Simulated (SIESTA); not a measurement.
## TaS2 under changes of volume

One of the cells (18.984 Å³/atom); the others are scaled copies at fixed shape and fractional positions:

```
Ta S
1.0
     3.35000    0.00000    0.00000
    -1.67500    2.90119    0.00000
     0.00000    0.00000    5.86000
Ta S
1 2
Direct
  0.00000 0.00000 0.00000
  0.66667 0.33333 0.75000
  0.33333 0.66667 0.25000
```

| Quantity | Value |
| --- | --- |
| Program | SIESTA 5.4.2 |
| Functional | LDA-PZ |
| Potentials or basis | PseudoDojo 0.4 standard (LDA files) |
| Basis | DZP (energy shift 0.002 Ry) |
| Grid cutoff | 800 Ry |
| Energy shift | 0.002 Ry |
| k mesh | 9 × 9 × 5 |
| Occupations | fermi-dirac, width 0.05 eV |
| Spin | no spin polarisation |

```tsv
volume (Å³/atom)	energy over the lowest point (meV/atom)	pressure (GPa)	largest force (eV/Å)
17.845	?	?	?
18.225	28.18	9.0	1.796
18.605	11.12	5.5	1.401
18.984	1.98	2.3	1.033
19.364	0.00	-0.5	0.692
19.744	4.44	-3.1	0.373
20.123	14.67	-5.4	0.077
```

**Question.** What does the run at 17.845 Å³/atom give?

**Answer.** Energy over the lowest point 54.03 meV/atom; pressure 12.9 GPa; largest force 2.221 eV/Å.

Worked out: A Birch-Murnaghan fit of order 3 (a polynomial in V^(-2/3)) to the other rows has its minimum at 19.29 Å³/atom with B0 = V·E''(V) = 141 GPa and B' = 4.3 at fixed shape and positions, which overstates the stiffness. It gives 54.07 meV/atom at 17.845 Å³/atom, against the run's 54.03, and -dE/dV = 12.9 GPa, against 12.9.

Energies are extrapolated to zero smearing.

Caveats: semicore shells carry a single zeta, which can move pressures by several GPa and volumes by a few percent; the basis of atomic orbitals isn't converged, which shifts pressures, moduli and gaps; forces of over 1 eV/Å show positions far from the minimum, so gaps and moduli don't describe the material at rest (some runs).
